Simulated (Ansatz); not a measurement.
# InP under changes of volume

One of the cells (25.167 Å³/atom); the others are scaled copies at fixed shape and fractional positions:

```xyz
2
Lattice="0.0000 2.9305 2.9305 2.9305 0.0000 2.9305 2.9305 2.9305 0.0000" Properties=species:S:1:pos:R:3 pbc="T T T"
In    0.0000    0.0000    0.0000
P     4.3957    4.3957    4.3957
```

| Item | Value |
| --- | --- |
| Program | Ansatz 0.2.0 |
| Functional | PBEsol |
| Potentials or basis | Ansatz PAW |
| Cutoff | 420 eV (not typed: the program's choice for these potentials) |
| k mesh | 8 × 8 × 8 |
| Occupations | fermi-dirac, width 0.05 eV |
| Spin | no spin polarisation |

```tsv
volume (Å³/atom)	energy over the lowest point (meV/atom)	pressure (GPa)	gap on the mesh (eV)
23.657	27.73	5.6	0.95
24.160	13.20	3.7	0.83
24.663	4.15	2.1	0.72
25.167	0.00	0.6	0.62
25.670	?	?	?
26.173	4.37	-1.9	0.41
26.677	12.03	-2.9	0.30
```

Task: What does the run at 25.670 Å³/atom give?

Result: Energy over the lowest point 0.23 meV/atom; pressure -0.7 GPa; gap on the mesh 0.51 eV.

Worked out: A Birch-Murnaghan fit of order 3 (a polynomial in V^(-2/3)) to the other rows has its minimum at 25.39 Å³/atom with B0 = V·E''(V) = 67 GPa and B' = 4.7. It gives 0.23 meV/atom at 25.670 Å³/atom, against the run's 0.23, and -dE/dV = -0.7 GPa, against -0.7. A straight line through the other rows of the gap, of slope -5.35 eV per unit of ln V (its deformation potential), gives 0.51 eV, against the run's 0.51.

Energies are extrapolated to zero smearing.

Caveats: spin-orbit coupling is left out, which moves the levels of the heavy elements; the PAW data sets come from PBE, with cores solved anew for the run's functional, which leaves a small shift of forces and pressure.
